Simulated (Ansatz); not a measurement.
Results of PBE in Ansatz (plane waves, PAW) for zinc-blende AlSb.

Run with plane-wave cutoff 520 eV, 10×10×10 k mesh, Fermi–Dirac smearing 0.01 eV, scalar-relativistic PAW data made under PBE.

Energies at three volumes about the minimum:

```csv
V (Å³/atom),E − E_lowest (meV/atom)
29.550,1.93
30.153,0.00
30.756,1.79
```

Q: Fit a parabola by hand: where is the minimum, what lattice constant follows, and what is the bulk modulus?

A: Slopes: (0.00 − 1.93)/(30.153 − 29.550) = -3.201 and (1.79 − 0.00)/(30.756 − 30.153) = 2.968 meV/Å³. Curvature E″ = 2 × (2.968 − (-3.201))/(30.756 − 29.550) = 10.231 meV/Å⁶. From the middle of the first interval, the slope vanishes at V0 = 29.8515 − (-3.201)/10.231 = 30.164 Å³/atom. B = V0 E″ = 30.164 × 10.231 meV/Å³ × 0.1602 GPa per meV/Å³ = 49.4 GPa. With 8 atoms in the cube, a = (8 × 30.164)^(1/3) = 6.226 Å. The full Birch–Murnaghan fit to all volumes gives V0 = 30.153 Å³/atom and B0 = 49.3 GPa.

Measured, for comparison: bulk modulus 58.2 GPa (temperature not stated, no zero-point or thermal correction; as tabulated in Toher et al. (2017), arXiv:1611.05714); lattice constant a 6.128 Å (low temperature, thermal expansion removed or low-temperature value; zero-point expansion not removed; as tabulated in Zhang et al. (2018), doi:10.1088/1367-2630/aac7f0). Computed (rounded) less measured: bulk modulus -15 %.

Ansatz is a program for electronic structure.
